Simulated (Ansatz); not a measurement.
## Eu in Ansatz: the effect of Hubbard term

The system is Eu.

```
CELL_PARAMETERS angstrom
-2.30300 2.30300 2.30300
2.30300 -2.30300 2.30300
2.30300 2.30300 -2.30300
ATOMIC_POSITIONS crystal
Eu 0.00000 0.00000 0.00000
```

Alike in all runs:

| Quantity | Value |
| --- | --- |
| Program | Ansatz 0.2.0 |
| Task | density of states |
| Functional | PBEsol |
| Potentials or basis | all-electron LAPW, scalar-relativistic |
| Cutoff | 157 eV (chosen from the basis error) |
| Basis error allowed | 0.001 eV/atom |
| k mesh | 8 × 8 × 8 |
| Occupations | fermi-dirac, width 0.05 eV |
| Spin | collinear spin, ferromagnetic start |
| Starting moments | [7.0] μB |

```csv
Hubbard term,pressure (GPa)
none,?
Eu f U = 2 eV,-1.9
Eu f U = 4 eV,-1.5
Eu f U = 6 eV,-1.3
Eu f U = 8 eV,-1.1
```

Problem. What does the run with Hubbard term none give?

Solution. Pressure -2.5 GPa.

Worked out: A parabola through the other rows of the pressure, of slope 0.255 GPa per eV there, extrapolates to -2.3 GPa, against the run's -2.5.

Caveats: an open f shell can end in a state above the lowest; spin-orbit coupling is left out, which moves the levels of the heavy elements; the magnetic state may not be the lowest (some runs); U is the effective U less J, on atomic orbitals that reach past the spheres (some runs).
